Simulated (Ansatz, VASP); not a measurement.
GaSb: VASP beside Ansatz

Contents of INCAR:

```
SYSTEM = GaSb
PREC = Accurate
ENCUT = 520
EDIFF = 1E-6
ISMEAR = -1
SIGMA = 0.05
LREAL = .FALSE.
LASPH = .TRUE.
NELM = 60
ALGO = Normal
ISIF = 2
LWAVE = .FALSE.
LCHARG = .FALSE.
GGA = RE
IVDW = 13
NBANDS = 16
```

File KPOINTS:

```
regular mesh
0
G
  8 8 8
  0 0 0
```

POSCAR

```
GaSb
1.0
    0.0000000000      3.0590000000      3.0590000000
    3.0590000000      0.0000000000      3.0590000000
    3.0590000000      3.0590000000      0.0000000000
Sb Ga
1 1
Direct
    0.7500000000      0.7500000000      0.7500000000
    0.0000000000      0.0000000000      0.0000000000
```

Contents of input.yaml:

```yaml
crystal:
  lattice:
    - [0.0, 3.059, 3.059]
    - [3.059, 0.0, 3.059]
    - [3.059, 3.059, 0.0]
  atoms:
    - { symbol: Sb, position: [0.75, 0.75, 0.75] }
    - { symbol: Ga, position: [0.0, 0.0, 0.0] }
hamiltonian:
  xc: revpbe
  pseudopotentials: { kind: paw }
  dispersion: d4
kpoints:
  mp_grid: { grid: [8, 8, 8] }
scf:
  occupations: { method: fermi_dirac, width: 0.05 }
output:
  forces: true
  stress: true
  eigenvalues: true
```

Alike in both runs: task single point; functional revPBE; dispersion D4; k mesh 8 × 8 × 8; occupations fermi-dirac, width 0.05 eV; no spin polarisation.

|  | VASP | Ansatz |
| --- | --- | --- |
| version | VASP 6.6.1 | Ansatz 0.2.0 |
| potentials or method | VASP PAW PBE potentials, release 64 (Sb, Ga_d) | Ansatz PAW |
| plane-wave cutoff (eV) | 520 | 420 |
| valence electrons in the cell | 18 | 28 |

VASP gave:

| Item | Value |
| --- | --- |
| gap on the k mesh at the Fermi level (eV) | 0.11 |
| least direct gap on the mesh (eV) | 0.11 |
| pressure (GPa) | -0.6 |
| dispersion energy (meV/atom) | -661.3 |

Question: What did Ansatz give for the same quantities?

Answer: gap on the k mesh at the Fermi level (eV): 0.11; least direct gap on the mesh (eV): 0.11; pressure (GPa): -0.6; dispersion energy (meV/atom): -661.5.

The two sets of potentials don't hold the same shells in valence.

Caveats: spin-orbit coupling is left out, which moves the levels of the heavy elements; the PAW data sets were made with another functional, which shifts forces and pressure a little (VASP); the PAW data sets come from PBE, with cores solved anew for the run's functional, which leaves a small shift of forces and pressure (Ansatz).
